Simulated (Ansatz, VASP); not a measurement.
## One calculation of Ni, two programs

The input INCAR:

```
SYSTEM = Ni
AGGAC    = 1.0          
AGGAX    = 1.0          
ALDAC    = 0.0          
ALDAX    = 1.0          
ALGO     = Normal         ! electronic algorithm
EDIFF    = 1E-7           ! SCF threshold, eV
ENCUT    = 520            ! plane-wave cutoff, eV
GGA      = B5             ! functional
ISIF     = 2              ! what is computed and relaxed
ISMEAR   = -1             ! smearing method
ISPIN    = 2              ! spin polarisation
LASPH    = .True.         ! aspherical terms in the spheres
LCHARG   = .False.        ! write CHGCAR
LMAXMIX  = 4              ! l up to which the mixer works
LORBIT   = 11             ! projections on sites
LREAL    = .False.        ! projectors in reciprocal space
LWAVE    = .False.        ! write WAVECAR
MAGMOM   = 0.539          ! initial moments
NBANDS   = 15             ! bands
NELM     = 150            ! most SCF steps
PREC     = Accurate       ! precision mode
SIGMA    = 0.05           ! smearing width, eV
```

KPOINTS

```
k-points
0
Gamma
  15 15 15
  0 0 0
```

POSCAR

```
Ni
1.0
    2.3992283289      0.0000000000      0.0000000000
    0.0000000000      2.3992283289      0.0000000000
    0.0000000000      0.0000000000      2.3992283289
Ni
1
Direct
    0.0000000000      0.0000000000      0.0000000000
```

Input for Ansatz:

```yaml
crystal:
  lattice:
    - [2.3992283289, 0.0, 0.0]
    - [0.0, 2.3992283289, 0.0]
    - [0.0, 0.0, 2.3992283289]
  atoms:
    - { symbol: Ni, position: [0.0, 0.0, 0.0], spin: 0.539 }
hamiltonian:
  xc: blyp
  pseudopotentials:
    kind: paw
    azcp:
      Ni: "pseudopotentials/Ni.paw.azcp"
basis:
  ecutwfc: 420
  fft_grid_basis: typed
kpoints:
  mp_grid: { grid: [15, 15, 15], shift: [0, 0, 0] }
magnetization:
  spin_polarized: true
scf:
  occupations: { method: fermi_dirac, width: 0.05 }
  lower_state_search: "off"
output:
  stress: true
```

Alike in both runs: task single point; functional BLYP; k mesh 15 × 15 × 15; occupations fermi-dirac, width 0.05 eV; collinear spin.

|  | VASP | Ansatz |
| --- | --- | --- |
| version | VASP 6.6.1 | Ansatz 0.2.0 |
| potentials or method | VASP PAW PBE potentials, release 64 (Ni) | plane waves (420 eV) with PAW, scalar-relativistic |
| plane-wave cutoff (eV) | 520 | 420 |
| valence electrons in the cell | 10 | 18 |

VASP gave:

| Item | Value |
| --- | --- |
| pressure (GPa) | -3.9 |
| net moment per atom (μB) | 0.57 |
| size of the moment on the site where the two differ most (μB) | 0.57 |

Question: What did Ansatz give for the same quantities?

Answer: Pressure (GPa): -3.9; net moment per atom (μB): 0.60; size of the moment on the site where the two differ most (μB): 0.62.

Site moments also hang on the region over which each program counts them. With one functional, cell and mesh, what is left measures potentials, basis and numerics. The two sets of potentials don't hold the same shells in valence.

Caveats: the PAW data sets were made with another functional, which shifts forces and pressure a little (VASP).
